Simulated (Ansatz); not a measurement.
# C (Fd-3m) in Ansatz: notebook

Aim: see how the results for C move with the level of theory and the settings. Levels: PBEsol+D4, RPBE+D3(BJ), BLYP+D3(BJ), BLYP+D4, PBE. Tasks: relaxation of cell and atoms, single point.

Program: Ansatz 0.2.0. These are calculated values, not measurements. Logs are shortened: lines on timing, memory, paths and dates and some standing lists are left out, and cuts for length are marked.

### Step 1. The structure

Symmetry: Fd-3m, No. 227, cubic system. The conventional cell has a = 3.567 Å, b = 3.567 Å, c = 3.567 Å, α = 90.00°, β = 90.00°, γ = 90.00°. C (site symmetry -43m) has 4 C at 1.54 Å as nearest neighbours.

This isn't the form of C at room conditions, which is graphite.

### Step 2. Relaxation of cell and atoms, PBEsol+D4

input.yaml

```yaml
crystal:
  lattice:
    - [0.0, 1.78337, 1.78337]
    - [1.78337, 0.0, 1.78337]
    - [1.78337, 1.78337, 0.0]
  atoms:
    - { symbol: C, position: [0.75, 0.75, 0.75] }
    - { symbol: C, position: [0.5, 0.5, 0.5] }
hamiltonian:
  xc: pbesol
  pseudopotentials: { kind: paw }
  dispersion: d4
kpoints:
  mp_grid: { grid: [13, 13, 13] }
scf:
  occupations: { method: fermi_dirac, width: 0.05 }
output:
  forces: true
  stress: true
relax:
  f_tol: 0.01
  max_steps: 40
  cell: { stress_tol: 0.05 }
```

Potentials or basis: Ansatz PAW.

Run with:

```console
ansatz run input.yaml --threads 2 --pin off --max-ram 5632MiB --backend cpu --events-out ev --progress --plain --runs-dir out
```

What it wrote:

```text
Warning: RAYON_NUM_THREADS=2 ignored (pool sized by the plan → 2); use --threads N
Engine: ansatz 0.2.0, x86_64-unknown-linux-gnu
Pseudopotentials: kind: paw
Pseudopotential: C, paw, valence charge 4, recommended cutoff 420 eV (normal), C.paw.azcp
Functional definition: PBEsol
  exchange = pbesol_x
  correlation = pbesol_c
Crystal: 2 atoms, lattice volume = 11.344 Å³
Basis set: ecut = 420 eV, 229 PW (Γ), exchange–correlation on 36×36×36 points (8 copies of the dense FFT grid, shifted against one another)
Bands: 8, of which v1, the nominal top of the filled ones, is band 4 counted from 1 (3 counted from 0)
Symmetry: 48 space group operations
Space group: Fd-3m (ITA 227), of the structure as read, at distance tolerance 2.2e-5 Å
k-points: 84 of 2197
Non-local potential: C, projectors of the file, l = 0: 2, l = 1: 2, l = 2: 1
PAW form: soft (Blöchl's): semilocal exchange-correlation on the pseudo side does not see the compensation charge
PAW frozen core: C, regenerated for the run's functional, and the local potential with it (the file was generated under x = pbe(κ = 0.804, μ = 0.2195149727645171), c = pbe(β = 0.06672455060314922))
PAW one-centre angular grid: C, 110 points (default); XC on 64 Gauss nodes
Initial density: superposition of atomic densities (neutral atoms: chi_scale 0, normalization atom), corrected by the library's trained network
Initial wavefunctions: pseudopotential atomic-orbital guess
Functional: x = pbesol(κ = 0.804, μ = 0.12345679012345678), c = pbesol(β = 0.046)
SCF iter   1: F=—  HF=-493.572657 eV  |F-HF|=—  |Δ(HF+E_count)|=         —  Δρ=5.31e-3  dr2=2.63e-3  ethr=1.77e-3  ⟨swp⟩=4.6  Hψ=4317  notcnv=0
preconditioner: auto → none  [insulator: Δε(μ)=3.992 eV  Ē_g=19.580 eV  σ=0.050 eV  W_gap=1.00  n_scr=0 (ndim 8)  ℏωp=31.2 eV  f_vac=0.000  D(μ)=0.00/eV (n_scr^D=0)  ε∞_Penn≈3.5]
SCF iter   2: F=—  HF=-493.572011 eV  |F-HF|=—  |Δ(HF+E_count)|=   6.46e-4  Δρ=2.14e-3  dr2=4.25e-4  ethr=3.29e-5  ⟨swp⟩=1.0  Hψ=1352  notcnv=0
SCF iter   3: F=—  HF=-493.571936 eV  |F-HF|=—  |Δ(HF+E_count)|=   7.56e-5  Δρ=2.01e-4  dr2=2.12e-6  ethr=5.31e-6  ⟨swp⟩=2.0  Hψ=1008  notcnv=0
SCF iter   4: F=—  HF=-493.571938 eV  |F-HF|=—  |Δ(HF+E_count)|=   1.78e-6  Δρ=2.91e-5  dr2=5.87e-8  ethr=2.65e-8  ⟨swp⟩=2.0  Hψ=1008  notcnv=0
iter 5 did not close the SCF: its close was put off for the readings that it lacked (scf_convergence_deferred on its scf_iter line)
SCF iter   5: F=-493.571938 eV  HF=-493.571938 eV  |F-HF|=7.88e-11  |Δ(HF+E_count)|=   2.19e-8  Δρ=3.74e-6  dr2=5.09e-10  ethr=7.33e-10  ⟨swp⟩=2.0  Hψ=1012  notcnv=0
SCF iter   6: F=-493.571938 eV  HF=-493.571938 eV  |F-HF|=1.71e-13  |Δ(HF+E_count)|=  2.68e-11  Δρ=3.75e-8  dr2=3.65e-14  ethr=6.36e-12  ⟨swp⟩=1.0  Hψ=1959  notcnv=0
SCF 1 converged in 6 iterations: F = -493.571938 eV  dr2 = 3.65e-14
relax step   1: F+E_penalty+E_count = -493.57193762 eV  Δ(F+E_penalty+E_count) = +0.000e0 eV  max|allowed force component| = 1.966e-17 eV/Å  Δτ_max = 0.0000 Å  P = -7.829 GPa  Ω = 11.344 Å³  (6 SCF iters, dr2 threshold 1.00e-7 eV, accepted)
Crystal: 2 atoms, lattice volume = 11.222 Å³
Initial density: handed on by an earlier stage of this run
Initial wavefunctions: those handed on with the density
iter 1 solved again at ethr=9.71e-6 eV; its pass at ethr=3.10e-3 eV (dr2=7.77e-4 eV) is discarded
SCF iter   1: F=—  HF=-493.577143 eV  |F-HF|=—  |Δ(HF+E_count)|=         —  Δρ=2.83e-3  dr2=7.63e-4  ethr=9.71e-6  ⟨swp⟩=1.0  Hψ=4868  notcnv=0
[... 80 lines left out ...]
iter 3 did not close the SCF: its close was put off for the readings that it lacked (scf_convergence_deferred on its scf_iter line)
SCF iter   3: F=-493.576915 eV  HF=-493.576915 eV  |F-HF|=0.00e0  |Δ(HF+E_count)|=    0.00e0  Δρ=1.68e-8  dr2=8.09e-15  ethr=1.00e-12  ⟨swp⟩=1.0  Hψ=672  notcnv=0
iter 4 did not close the SCF: its close was put off for the readings that it lacked (scf_convergence_deferred on its scf_iter line)
SCF iter   4: F=-493.576915 eV  HF=-493.576915 eV  |F-HF|=0.00e0  |Δ(HF+E_count)|=    0.00e0  Δρ=1.13e-8  dr2=3.58e-15  ethr=1.00e-12  ⟨swp⟩=1.0  Hψ=672  notcnv=0
iter 5 did not close the SCF: its close was put off for the readings that it lacked (scf_convergence_deferred on its scf_iter line)
SCF iter   5: F=-493.576915 eV  HF=-493.576915 eV  |F-HF|=5.68e-14  |Δ(HF+E_count)|=  5.68e-14  Δρ=8.37e-9  dr2=1.97e-15  ethr=1.00e-12  ⟨swp⟩=1.0  Hψ=672  notcnv=0
iter 6 did not close the SCF: its close was put off for the readings that it lacked (scf_convergence_deferred on its scf_iter line)
SCF iter   6: F=-493.576915 eV  HF=-493.576915 eV  |F-HF|=1.14e-13  |Δ(HF+E_count)|=  5.68e-14  Δρ=5.65e-9  dr2=8.99e-16  ethr=1.00e-12  ⟨swp⟩=1.0  Hψ=672  notcnv=0
SCF iter   7: F=-493.576915 eV  HF=-493.576915 eV  |F-HF|=0.00e0  |Δ(HF+E_count)|=  1.14e-13  Δρ=2.43e-9  dr2=1.67e-16  ethr=1.00e-12  ⟨swp⟩=1.1  Hψ=1702  notcnv=0
SCF 7 converged in 7 iterations: F = -493.576915 eV  dr2 = 1.67e-16
relax step   7: F+E_penalty+E_count = -493.57691455 eV  Δ(F+E_penalty+E_count) = -5.684e-14 eV  max|allowed force component| = 8.674e-17 eV/Å  Δτ_max = 0.0000 Å  P = -0.003 GPa  Ω = 11.144 Å³  stress off target by 2.80e-3 GPa  SCF on the basis re-selected at this cell (its energy is not comparable with the rows above)  (7 SCF iters)
basis re-selected at this cell: Δ(F+E_penalty+E_count) = -5.684e-14 eV, ΔP = -0.001 GPa vs the last step (what re-selecting the basis moved, of the pressure what is left beyond the Pulay correction that the steps carried, after the strain that the cell walked since its last selection, with what the two solves' SCF thresholds leave and, on support functions, any second-order correction that the steps lacked; it is no measure of the basis error at this ecutwfc). This SCF's stress stands 2.80e-3 GPa from its target on what of the cell is left free (relax.cell.stress_tol is 5.00e-2 GPa) and its largest allowed force component is 8.67e-17 eV/Å (relax.f_tol is 1.00e-2 eV/Å): within both
SCF converged after 7 iterations
Free energy (F): -493.576915 eV
Harris-Foulkes:  -493.576915 eV  (|F-HF|=0.00e0)
Internal energy: -493.576915 eV  (E = F + TS)
E sigma→0 (E₀):  -493.576915 eV
Fermi energy:    15.619934 eV
--- Per-component energies (eV) ---
  E_band       = 35.977375
  E_kinetic    = 185.155781
  E_local      = -120.358153  (includes V_loc(G=0)·N_el)
  E_nonlocal   = 53.598858
  E_hartree    = 26.065470
  E_xc         = -97.045099
  E_vxc        = -120.858508  (∫ρ·V_xc dr)
  E_paw        = -190.769029  (= ΣΔE_a)
  E_vpaw       = -13.691558  (= ΣTr[D̂ρ^β])
  E_aug_tail   = 0.000016  (compensation charges beyond the density's cutoff)
  E_ewald      = -350.025249
  E_disp       = -0.241711  (pairwise vdW)
  E_core_change = 0.042201  (= ΣΔE_core)
  E_smearing   = -0.000000  (= −TS)
  E_closure    = 0.000000  (closes the sum)
  Σ components = -493.576915   (vs F -493.576915, Δ=0.00e0)
--- Forces (eV/Å), atoms counted from 1 ---
  atom   1  C      0.00000000    -0.00000000     0.00000000
  atom   2  C      0.00000000     0.00000000    -0.00000000
  max |Σ_I F_I| component: 1.67e-16 eV/Å
--- Stress (GPa, compression-positive) ---
       -0.002796       0.000000      -0.000000
       -0.000000      -0.002796       0.000000
       -0.000000      -0.000000      -0.002796
  P = ⅓ Tr σ = -0.0028 GPa (-0.028 kbar)
--- Relaxed structure (5 steps of the walk, 5 accepted, 2 SCFs on fresh bases) ---
  F+E_penalty+E_count = -493.57691455 eV   max|allowed force component| = 8.674e-17 eV/Å   (the final SCF, on the basis selected at the relaxed cell)
  cell:  # Å, volume = 11.1442 Å³
    - [-4.766955332899999e-35, 1.7728545542053709, 1.7728545542053709]
    - [1.7728545542053709, 7.653005898407268e-35, 1.7728545542053709]
    - [1.7728545542053709, 1.7728545542053709, -1.2260738954155011e-34]
  atoms:
    - { symbol: C, position: [0.7500000000000002, 0.7500000000000002, 0.7500000000000002] }
    - { symbol: C, position: [0.5000000000000001, 0.5000000000000001, 0.5000000000000001] }
```

Run time: 12 s. Hardware: 2 threads of Intel Xeon at 2.70GHz, shared host; peak memory 0.29 GiB.

Results:

| Item | Value |
| --- | --- |
| Free energy | -493.5769 eV |
| Relaxed volume | 5.57 Å³/atom |
| Relaxed cell | a = 2.507 Å, b = 2.507 Å, c = 2.507 Å, α = 60.00°, β = 60.00°, γ = 60.00° |
| Space group after relaxing (to 0.05 Å) | Fd-3m (No. 227) |
| Energy gained by relaxing | 2.5 meV/atom |
| Ionic steps | 7 |
| Pressure after relaxing | 0.0 GPa |
| Band gap on the k mesh | 4.06 eV |

Step by step:
```
step  energy change (eV)  largest force (eV/Å)  volume (Å³)
   1              0.0000                0.0000        11.34
   2             -0.0049                0.0000        11.22
   3             -0.0061                0.0000        11.15
   4             -0.0061                0.0000        11.15
   5             -0.0049                0.0000        11.15
   6             -0.0050                0.0000        11.14
   7             -0.0050                0.0000        11.14
```

Final structure:
```xyz
2
Lattice="0.0000 1.7729 1.7729 1.7729 0.0000 1.7729 1.7729 1.7729 0.0000" Properties=species:S:1:pos:R:3 pbc="T T T"
C     2.6593    2.6593    2.6593
C     1.7729    1.7729    1.7729
```

Caveat: odd divisions of the mesh miss points on the zone boundary, where band edges often lie, so the gap on the mesh can be too wide; the plane-wave basis is chosen anew once the cell has moved, so the energies of steps on either side of that aren't comparable; the pressure holds a Pulay correction of +1.0 GPa for the finite cutoff; the PAW data sets come from PBE, with cores solved anew for the run's functional, which leaves a small shift of forces and pressure.

### Step 3. Relaxation of cell and atoms, RPBE+D3(BJ)

input.yaml: that of step 2 with these lines changed.

```diff
@@ -9,5 +9,5 @@
 hamiltonian:
-  xc: pbesol
+  xc: rpbe
   pseudopotentials: { kind: paw }
-  dispersion: d4
+  dispersion: d3bj
 kpoints:
```

Potentials or basis: Ansatz PAW.

Run with:

```console
ansatz run input.yaml --threads 2 --pin off --max-ram 5632MiB --backend cpu --events-out ev --progress --plain --runs-dir out
```

Run time: 4 s. Hardware: 2 threads of Intel Xeon at 2.70GHz, shared host; peak memory 0.29 GiB.

It converged, with:

```yaml
Free_energy: -505.2699 eV
Relaxed_volume: 5.53 Å³/atom
Relaxed_cell: a = 2.501 Å, b = 2.501 Å, c = 2.501 Å, α = 60.00°, β = 60.00°, γ = 60.00°
Space_group_after_relaxing_to_0.05_Å: Fd-3m (No. 227)
Energy_gained_by_relaxing: 4.7 meV/atom
Ionic_steps: 7
Pressure_after_relaxing: 0.0 GPa
Band_gap_on_the_k_mesh: 4.20 eV
```

The path:
| step | energy change (eV) | largest force (eV/Å) | volume (Å³) |
| --- | --- | --- | --- |
| 1 | 0.0000 | 0.0000 | 11.34 |
| 2 | -0.0087 | 0.0000 | 11.18 |
| 3 | -0.0108 | 0.0000 | 11.07 |
| 4 | -0.0108 | 0.0000 | 11.07 |
| 5 | -0.0094 | 0.0000 | 11.07 |
| 6 | -0.0094 | 0.0000 | 11.07 |
| 7 | -0.0094 | 0.0000 | 11.07 |

Final structure:
```
C
1.0
     0.00000    1.76871    1.76871
     1.76871    0.00000    1.76871
     1.76871    1.76871    0.00000
C
2
Direct
  0.75000 0.75000 0.75000
  0.50000 0.50000 0.50000
```

Caveat: odd divisions of the mesh miss points on the zone boundary, where band edges often lie, so the gap on the mesh can be too wide; the plane-wave basis is chosen anew once the cell has moved, so the energies of steps on either side of that aren't comparable; the pressure holds a Pulay correction of +0.9 GPa for the finite cutoff; the PAW data sets come from PBE, with cores solved anew for the run's functional, which leaves a small shift of forces and pressure.

### Step 4. Relaxation of cell and atoms, BLYP+D3(BJ)

input.yaml: that of step 3 with these lines changed.

```diff
@@ -9,3 +9,3 @@
 hamiltonian:
-  xc: rpbe
+  xc: blyp
   pseudopotentials: { kind: paw }
```

Run with:

```console
ansatz run input.yaml --threads 2 --pin off --max-ram 5632MiB --backend cpu --events-out ev --progress --plain --runs-dir out
```

It took 2.5 s on 2 threads of Intel Xeon at 2.70GHz, shared host; peak memory 0.29 GiB.

The run converged. Its results:

- Free energy: -503.7198 eV
- Relaxed volume: 5.68 Å³/atom
- Relaxed cell: a = 2.523 Å, b = 2.523 Å, c = 2.523 Å, α = 60.00°, β = 60.00°, γ = 60.00°
- Space group after relaxing (to 0.05 Å): Fd-3m (No. 227)
- Energy gained by relaxing: 0.0 meV/atom
- Ionic steps: 4
- Pressure after relaxing: 0.0 GPa
- Band gap on the k mesh: 4.46 eV

Final structure:
```yaml
crystal:
  lattice:
    - [0.00000, 1.78436, 1.78436]
    - [1.78436, 0.00000, 1.78436]
    - [1.78436, 1.78436, 0.00000]
  atoms:
    - { symbol: C, position: [0.75000, 0.75000, 0.75000] }
    - { symbol: C, position: [0.50000, 0.50000, 0.50000] }
```

Caveat: odd divisions of the mesh miss points on the zone boundary, where band edges often lie, so the gap on the mesh can be too wide; the plane-wave basis is chosen anew once the cell has moved, so the energies of steps on either side of that aren't comparable; the pressure holds a Pulay correction of +1.2 GPa for the finite cutoff; the PAW data sets come from PBE, with cores solved anew for the run's functional, which leaves a small shift of forces and pressure.

### Step 5. Relaxation of cell and atoms, BLYP+D4

input.yaml: that of step 4 with these lines changed.

```diff
@@ -11,3 +11,3 @@
   pseudopotentials: { kind: paw }
-  dispersion: d3bj
+  dispersion: d4
 kpoints:
@@ -19,2 +19,6 @@
   stress: true
+  write_density: true
+  write_potential: true
+  elf: true
+  volumetric_format: npy
 relax:
```

Run with:

```console
ansatz run input.yaml --threads 2 --pin off --max-ram 5632MiB --backend cpu --events-out ev --progress --plain --runs-dir out
```

Run time: 7.4 s. Hardware: 2 threads of Intel Xeon at 2.70GHz, shared host; peak memory 0.3 GiB.

Results (log left out):

- Free energy: -503.8124 eV
- Relaxed volume: 5.68 Å³/atom
- Relaxed cell: a = 2.523 Å, b = 2.523 Å, c = 2.523 Å, α = 60.00°, β = 60.00°, γ = 60.00°
- Space group after relaxing (to 0.05 Å): Fd-3m (No. 227)
- Energy gained by relaxing: 0.0 meV/atom
- Ionic steps: 4
- Pressure after relaxing: 0.0 GPa
- Band gap on the k mesh: 4.46 eV, indirect (least direct gap 5.73 eV)

Final structure:
```
C
1.0
     0.00000    1.78385    1.78385
     1.78385    0.00000    1.78385
     1.78385    1.78385    0.00000
C
2
Cartesian
  2.6758 2.6758 2.6758
  1.7838 1.7838 1.7838
```

Levels at points of the mesh, in eV from the valence-band top:
```csv
k point,band 1,band 2,band 3,band 4,band 5,band 6,band 7,band 8
"(0.00, 0.00, 0.00)",-21.19,0.00,0.00,0.00,5.73,5.73,5.73,13.35
```

Caveat: odd divisions of the mesh miss points on the zone boundary, where band edges often lie, so the gap on the mesh can be too wide; the plane-wave basis is chosen anew once the cell has moved, so the energies of steps on either side of that aren't comparable; the pressure holds a Pulay correction of +1.2 GPa for the finite cutoff; the PAW data sets come from PBE, with cores solved anew for the run's functional, which leaves a small shift of forces and pressure.

### Step 6. Single point, PBE

input.yaml

```yaml
crystal:
  lattice:
    - [0.0, 1.78337, 1.78337]
    - [1.78337, 0.0, 1.78337]
    - [1.78337, 1.78337, 0.0]
  atoms:
    - { symbol: C, position: [0.75, 0.75, 0.75] }
    - { symbol: C, position: [0.5, 0.5, 0.5] }
hamiltonian:
  xc: pbe
  pseudopotentials: { kind: paw }
kpoints:
  mp_grid: { grid: [13, 13, 13] }
scf:
  occupations: { method: gaussian, width: 0.029 }
output:
  forces: true
  stress: true
  eigenvalues: true
  write_density: true
  write_potential: true
  elf: true
  volumetric_format: npy
```

Potentials or basis: Ansatz PAW.

Run with:

```console
ansatz run input.yaml --threads 2 --pin off --max-ram 5632MiB --backend cpu --events-out ev --progress --plain --runs-dir out
```

Wall time 0.93 s (2 threads of Intel Xeon at 2.70GHz, shared host); peak memory 0.28 GiB.

It converged, with:

- Free energy: -501.6155 eV
- Pressure: 1.8 GPa
- Band gap on the k mesh: 4.15 eV, indirect (least direct gap 5.59 eV)

Levels at points of the mesh, in eV from the valence-band top:
```
           k point  band 2  band 3  band 4  band 5  band 6  band 7
(0.00, 0.00, 0.00)    0.00    0.00    0.00    5.59    5.59    5.59
```

Caveat: odd divisions of the mesh miss points on the zone boundary, where band edges often lie, so the gap on the mesh can be too wide; the pressure holds a Pulay correction of +1.0 GPa for the finite cutoff.

### Step 7. The runs side by side

| task | level | cell | smearing | gap on the mesh (eV) | pressure (GPa) | relaxed volume (Å³/atom) |
| --- | --- | --- | --- | --- | --- | --- |
| relaxation of cell and atoms | PBEsol+D4 | relaxed | fermi-dirac 0.05 eV | 4.06 | 0.0 | 5.57 |
| relaxation of cell and atoms | RPBE+D3(BJ) | relaxed | fermi-dirac 0.05 eV | 4.20 | 0.0 | 5.53 |
| relaxation of cell and atoms | BLYP+D3(BJ) | relaxed | fermi-dirac 0.05 eV | 4.46 | 0.0 | 5.68 |
| relaxation of cell and atoms | BLYP+D4 | relaxed | fermi-dirac 0.05 eV | 4.46 | 0.0 | 5.68 |
| single point | PBE | as given | gaussian 0.029 eV | 4.15 | 1.8 | - |

Alike in all rows: potentials or basis Ansatz PAW; no spin polarisation; k mesh 13 × 13 × 13; cutoff (eV) 420.

Caveats: odd divisions of the mesh miss points on the zone boundary, where band edges often lie, so the gap on the mesh can be too wide; the plane-wave basis is chosen anew once the cell has moved, so the energies of steps on either side of that aren't comparable (some runs); the PAW data sets come from PBE, with cores solved anew for the run's functional, which leaves a small shift of forces and pressure (some runs).

Absolute energies hang on the potentials; compare differences alone.

### Step 8. Comparison with measurements

Step 2. The cell as given is a measured one (5.67 Å³/atom); PBEsol+D4 puts the equilibrium volume -1.8 % from it, thermal expansion not counted.

Step 3. The cell as given is a measured one (5.67 Å³/atom); RPBE+D3(BJ) puts the equilibrium volume -2.4 % from it, thermal expansion not counted.

Step 4. The cell as given is a measured one (5.67 Å³/atom); BLYP+D3(BJ) puts the equilibrium volume +0.2 % from it, thermal expansion not counted.

Step 5. The cell as given is a measured one (5.67 Å³/atom); BLYP+D4 puts the equilibrium volume +0.1 % from it, thermal expansion not counted.
